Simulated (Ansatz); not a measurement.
The system is Ga2O3.

```
CELL_PARAMETERS angstrom
6.10700 -1.51855 0.00000
6.10700 1.51855 0.00000
-1.38599 0.00000 5.63001
ATOMIC_POSITIONS crystal
Ga 0.34134 0.34134 0.68598
Ga 0.65866 0.65866 0.31402
Ga 0.90950 0.90950 0.20540
Ga 0.09050 0.09050 0.79460
O 0.50410 0.50410 0.74340
O 0.49590 0.49590 0.25660
O 0.82670 0.82670 0.43680
O 0.17330 0.17330 0.56320
O 0.83550 0.83550 0.89020
O 0.16450 0.16450 0.10980
```

```yaml
Program: Ansatz 0.2.0
Task: relaxation of cell and atoms
Functional: RPBE
Potentials_or_basis: Ansatz PAW
Cutoff: "420 eV (not typed: the program's choice for these potentials)"
k_mesh: 9 × 9 × 5
Occupations: fermi-dirac, width 0.05 eV
Spin: no spin polarisation
```

At the start: volume 10.44 Å³/atom.

**Question.** Where does the relaxation end?

**Answer.** It ends after 10 steps and the volume is 11.28 Å³/atom (+8.0 %); space group C2/m (No. 12, to 0.05 Å).

Step by step:
| step | energy change (eV) | largest force (eV/Å) | volume (Å³) |
| --- | --- | --- | --- |
| 1 | 0.0000 | 0.3031 | 104.42 |
| 2 | -0.2515 | 0.1904 | 109.07 |
| 3 | -0.2963 | 0.0381 | 112.00 |
| 4 | -0.2963 | 0.0223 | 112.30 |
| 5 | -0.2966 | 0.0174 | 112.27 |
| 6 | -0.2966 | 0.0034 | 112.28 |
| 7 | -0.3443 | 0.0065 | 112.28 |
| 8 | -0.3434 | 0.0060 | 112.75 |
| 9 | -0.3433 | 0.0009 | 112.78 |
| 10 | -0.3453 | 0.0009 | 112.78 |

Final structure:
```
Ga O
1.0
     6.29746   -1.55444    0.01434
     6.29746    1.55444    0.01434
    -1.41600    0.00000    5.75735
Ga O
4 6
Direct
  0.34171 0.34171 0.68570
  0.65829 0.65829 0.31430
  0.91047 0.91047 0.20532
  0.08953 0.08953 0.79468
  0.50425 0.50425 0.74295
  0.49575 0.49575 0.25705
  0.82602 0.82602 0.43446
  0.17398 0.17398 0.56554
  0.83770 0.83770 0.89075
  0.16230 0.16230 0.10925
```

Caveat: the plane-wave basis is chosen anew once the cell has moved, so the energies of steps on either side of that aren't comparable; the pressure holds a Pulay correction of +0.6 GPa for the finite cutoff; the PAW data sets come from PBE, with cores solved anew for the run's functional, which leaves a small shift of forces and pressure.
